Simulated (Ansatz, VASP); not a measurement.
# BN in VASP and in Ansatz

File POSCAR:

```
BN
1.0
    2.5163733431      0.0000000000      0.0000000000
   -1.2508526866      2.1834610966      0.0000000000
   -0.6327603282     -1.0917305483      3.0325817349
B N
1 1
Direct
    0.9796430000      0.9834990000      0.0018060000
    0.6685060000      0.3323850000      0.9849990000
```

Contents of INCAR.step1:

```
SYSTEM = BN
PREC = Accurate
ENCUT = 520
ISMEAR = 0
SIGMA = 0.01
LREAL = .FALSE.
LASPH = .TRUE.
NELM = 80
NBANDS = 11
GGA = PE
ALGO = Normal
EDIFF = 1E-4
LWAVE = .TRUE.
LCHARG = .FALSE.
```

File INCAR.step2:

```
SYSTEM = BN
PREC = Accurate
ENCUT = 520
EDIFF = 1E-7
ISMEAR = 0
SIGMA = 0.01
LREAL = .FALSE.
LASPH = .TRUE.
NELM = 80
ALGO = Normal
ISIF = 2
LWAVE = .FALSE.
LCHARG = .FALSE.
METAGGA = R2SCAN
LMIXTAU = .TRUE.
NBANDS = 11
ISTART = 1
```

The input KPOINTS:

```
Automatic mesh
0
G
  10 10 6
  0 0 0
```

Input for Ansatz:

```yaml
crystal:
  lattice:
    - [2.516373343071402, 0.0, 0.0]
    - [-1.2508526866396936, 2.1834610965679753, 0.0]
    - [-0.6327603282158544, -1.0917305482839876, 3.032581734897306]
  atoms:
    - { symbol: B, position: [0.979643, 0.983499, 0.001806] }
    - { symbol: "N", position: [0.668506, 0.332385, 0.984999] }
basis:
  ecutwfc: 600.0
kpoints:
  mp_grid:
    grid: [10, 10, 6]
hamiltonian:
  xc: r2scan
scf:
  convergence:
    dr2_threshold: 1.0e-10
  occupations:
    method: fixed
output:
  stress: true
```

The cell comes from a database or a generator and needn't be the stable form of this composition.

Alike in both runs: task single point; functional r2SCAN; k mesh 10 × 10 × 6; no spin polarisation.

|  | VASP | Ansatz |
| --- | --- | --- |
| version | VASP 6.6.1 | Ansatz 0.2.0 |
| potentials or method | VASP PAW PBE potentials, release 64 (B, N) | plane waves, PAW |
| plane-wave cutoff (eV) | 520 | 600 |
| occupations | gaussian, width 0.01 eV | fixed |
| valence electrons in the cell | 8 | 8 |

Ansatz gave:

| Item | Value |
| --- | --- |
| pressure (GPa) | -2.0 |
| largest component of the traceless stress (GPa) | 9.18 |

Q: Estimate VASP's values.

A: Pressure (GPa): -1.5; largest component of the traceless stress (GPa): 8.86.

Caveats: the PAW data sets were made with another functional, which shifts forces and pressure a little (VASP). A k mesh can miss the band edges. r2SCAN opens gaps a little over a GGA but as a rule still falls short of measured ones.
